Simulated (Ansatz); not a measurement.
## Ideal shear of a crystal plane in SnO

These are results of DFT r2SCAN, scalar-relativistic, plane waves, PAW in Ansatz 0.2.0, not measurements. Cutoff 500 eV, Γ-centred 9×9×4 k-points, Gaussian smearing of 0.03 eV. No spin polarisation. Energies are free energies at this smearing, counted from the undisturbed cell; pressure is positive in compression.

Reference structure (relaxed at this level):

```yaml
crystal:
  lattice:
    - [0.00000, 0.00000, -3.80668]
    - [-3.80930, 0.00000, 0.00000]
    - [0.00000, 9.87292, 0.00000]
  atoms:
    - { symbol: Sn, position: [0.62500, 0.00000, 0.86618] }
    - { symbol: Sn, position: [0.62500, 0.00000, 0.36618] }
    - { symbol: Sn, position: [0.12500, 0.50000, 0.13382] }
    - { symbol: Sn, position: [0.12500, 0.50000, 0.63382] }
    - { symbol: O, position: [0.12500, 0.00000, 0.24994] }
    - { symbol: O, position: [0.12500, 0.00000, 0.74994] }
    - { symbol: O, position: [0.62500, 0.50000, 0.75006] }
    - { symbol: O, position: [0.62500, 0.50000, 0.25006] }
```

The cut lies on the cell's a–b face, a (0 0 1) plane (indices in the standard cell, whose axes needn't be the Cartesian ones shown) of area 14.50 Å², between layers 2.64 Å apart. Vector c is tilted by f times 1·a + 0·b (length 3.807 Å) with the atoms' Cartesian places fixed: one unrelaxed fault a cell. The traction is dγ/du, the slope of γ against the slip u in Å. Some rows repeat others by symmetry and weren't run.

```
     f  γ (mJ/m²) traction (GPa)
0.0000          0             0.0
0.1000         41             2.2
0.2000        163             4.2
0.3000        354             5.7
0.4000        575             5.6
0.5000        723             0.0
0.6000        575            -5.6
0.7000        354            -5.7
0.8000        163            -4.2
0.9000         41            -2.2
```

Q: Read off the first barrier and the stress needed to climb it, and compare with Frenkel's sinusoid.

A: The first sampled maximum lies at f = 0.500, a slip of 1.90 Å, with γ ≈ 723 mJ/m², which stands in for the unstable fault energy γ_us, and the steepest sampled slope before it is 5.7 GPa. A sinusoid γ = γ_us sin²(πu/λ) with its maximum there has λ = 3.81 Å and a largest slope πγ_us/λ = 6.0 GPa (1 mJ/m² per Å = 0.01 GPa).

Q: Is there a metastable fault on this line?

A: Apart from points where γ returns to about zero, no local minimum shows among the samples, so at this sampling the line offers no fault for a dislocation to split on; a fault can still lie off the line.

The cut is rigid; relaxing the faces lowers these energies and usually the stresses.

Cost: 6 runs of about 2.4 core-minutes in all, on AMD EPYC 9R45 (Zen 5) (shared hosts).